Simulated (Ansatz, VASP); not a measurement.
# Two plane-wave programs on AgCl

File POSCAR:

```
AgCl
1.0
    0.0000000000      2.9480481557      3.0808299508
    2.9480481557      0.0000000000      3.0808299508
    2.9480481557      2.9480481557      0.0000000000
Ag Cl
1 1
Direct
    0.0000000000      0.0000000000      0.0000000000
    0.2500000000      0.2500000000      0.2500000000
```

Contents of INCAR.step1:

```
PREC = Accurate ; ENCUT = 520
ISMEAR = 0 ; SIGMA = 0.01
LREAL = False ; LASPH = True
NELM = 80 ; NBANDS = 16
GGA = PE ; ALGO = Normal
EDIFF = 1E-4 ; LWAVE = True
LCHARG = False
```

Contents of INCAR.step2:

```
PREC = Accurate ; ENCUT = 520
EDIFF = 1E-6 ; ISMEAR = 0
SIGMA = 0.01 ; LREAL = False
LASPH = True ; NELM = 80
ALGO = Normal ; ISIF = 2
LWAVE = False ; LCHARG = False
METAGGA = R2SCAN ; LMIXTAU = True
NBANDS = 16 ; ISTART = 1
```

The input KPOINTS:

```
regular mesh
0
Gamma
  8 8 8
```

Input for Ansatz:

```yaml
crystal:
  lattice:
    - [0.0, 2.9480481557, 3.0808299508]
    - [2.9480481557, 0.0, 3.0808299508]
    - [2.9480481557, 2.9480481557, 0.0]
  atoms:
    - { symbol: Ag, position: [0.0, 0.0, 0.0] }
    - { symbol: Cl, position: [0.25, 0.25, 0.25] }
kpoints:
  mp_grid: { grid: [8, 8, 8] }
  band_path:
    path:
      - [0.0, 0.0, 0.0]
      - [-0.5, -0.5, 0.0]
      - [-0.375, -0.375, 0.25]
      - [-0.375, 0.0, 0.375]
      - [0.0, 0.0, 0.5]
      - [-0.5, -0.25, 0.25]
    npoints: 1
hamiltonian:
  xc: r2scan
scf:
  occupations: { method: fixed }
  n_extra_bands: 4
output:
  forces: true
  stress: true
  eigenvalues: true
```

Change from the starting cell: epitaxial_xy strain -1.5%.

Alike in both runs: task single point; functional r2SCAN; k mesh 8 × 8 × 8; no spin polarisation.

```csv
,VASP,Ansatz
version,VASP 6.6.1,Ansatz 0.2.0
potentials or method,"VASP PAW PBE potentials, release 64 (Ag, Cl)","plane waves, PAW"
plane-wave cutoff (eV),520,500
occupations,"gaussian, width 0.01 eV",fixed
valence electrons in the cell,18,26
```

```csv
,VASP,Ansatz,Ansatz less VASP
gap on the k mesh at the Fermi level (eV),1.58,1.63,+0.047
pressure (GPa),0.0,0.0,+0.06
```

The two sets of potentials don't hold the same shells in valence.

Caveats: the PAW data sets were made with another functional, which shifts forces and pressure a little (VASP). A k mesh can miss the band edges.
